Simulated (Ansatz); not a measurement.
Runs of Ansatz 0.2.0 on CoO. It takes space group R3m (No. 160, trigonal). The conventional cell has a = 3.204 Å, b = 3.204 Å, c = 7.699 Å, α = 90.00°, β = 90.00°, γ = 120.00°. Co (site symmetry 3m) has 4 O at 1.91 to 1.96 Å as nearest neighbours. Around O (site symmetry 3m) lie 4 Co at 1.91 to 1.96 Å. Measurements of this composition are mostly on another form, of space group No. 225.

```csv
task,level,potentials or basis,U,k mesh,cutoff (eV),smearing,hubbard projectors,double counting,points for each segment of the path,gap on the mesh (eV),pressure (GPa),moment (μB),largest force (eV/Å)
projected density of states,PBEsol+U,Ansatz PAW,Co d U = 6 eV,10 × 10 × 10,420,fermi-dirac 0.05 eV,ortho-atomic (the default),fll (the default),-,0.53,11.2,3.00,0.47
band structure,LDA+U,Ansatz PAW earlier set,Co d U = 4 eV,10 × 10 × 10,1000,methfessel-paxton 0.1 eV,ortho-atomic (the default),fll (the default),14,0.38,1.0,3.00,0.39
projected density of states,r2SCAN,Ansatz PAW,-,6 × 6 × 6,500,fermi-dirac 0.05 eV,-,-,-,0.11,4.2,2.99,-
projected density of states,PBEsol+U,Ansatz PAW,Co d U = 1 eV,10 × 10 × 10,420,fermi-dirac 0.05 eV,ortho-atomic (the default),fll (the default),-,none,(c),2.84,0.28
projected density of states,PBEsol+U,Ansatz PAW,Co d U = 5 eV,10 × 10 × 10,420,fermi-dirac 0.05 eV,ortho-atomic (the default),fll (the default),-,(a),9.7,3.00,(b)
projected density of states,PBEsol+U,Ansatz PAW,Co d U = 8 eV,10 × 10 × 10,420,fermi-dirac 0.05 eV,ortho-atomic (the default),fll (the default),-,0.71,14.0,3.00,0.51
projected density of states,PBEsol+U,Ansatz PAW,Co d U = 4 eV,10 × 10 × 10,420,fermi-dirac 0.05 eV,ortho-atomic (the default),fll (the default),-,0.30,8.0,3.00,0.43
projected density of states,PBEsol,Ansatz PAW,-,10 × 10 × 10,420,fermi-dirac 0.05 eV,-,-,-,none,-7.9,2.79,0.22
single point,LDA,Ansatz PAW,-,10 × 10 × 10,420,gaussian 0.1 eV,-,-,-,none,-15.8,2.64,0.19
projected density of states,PBEsol+U,Ansatz PAW,Co d U = 3 eV,10 × 10 × 10,420,fermi-dirac 0.05 eV,ortho-atomic (the default),fll (the default),-,0.17,6.1,3.00,0.41
band structure,r2SCAN,Ansatz PAW,-,10 × 10 × 10,500,fermi-dirac 0.05 eV,-,-,14,0.10,4.1,2.99,-
projected density of states,PBEsol+U,Ansatz PAW,Co d U = 2 eV,10 × 10 × 10,420,fermi-dirac 0.05 eV,ortho-atomic (the default),fll (the default),-,none,3.0,2.97,0.36
```

Alike in all rows: spin collinear, ferromagnetic start; cell as given.

Question: Estimate the missing entries.

Answer: (a) 0.43; (b) 0.45; (c) -3.8.

Caveats: a cell with one magnetic atom can't hold antiferromagnetic order, which such compounds often take; the PAW data sets come from PBE, with cores solved anew for the run's functional, which leaves a small shift of forces and pressure; the magnetic or orbital state may not be the lowest (some runs); semilocal functionals often make such compounds metallic where correlation or magnetic order opens a gap, which also shifts bond lengths (some runs); so large a pressure means that the cell lies far from this level's equilibrium, or that cutoff or potentials fall short (some runs).

A k mesh can miss the band edges.

A gap of «none» marks a metal or a gap under the smearing width.

Not every run made on this cell is shown here.
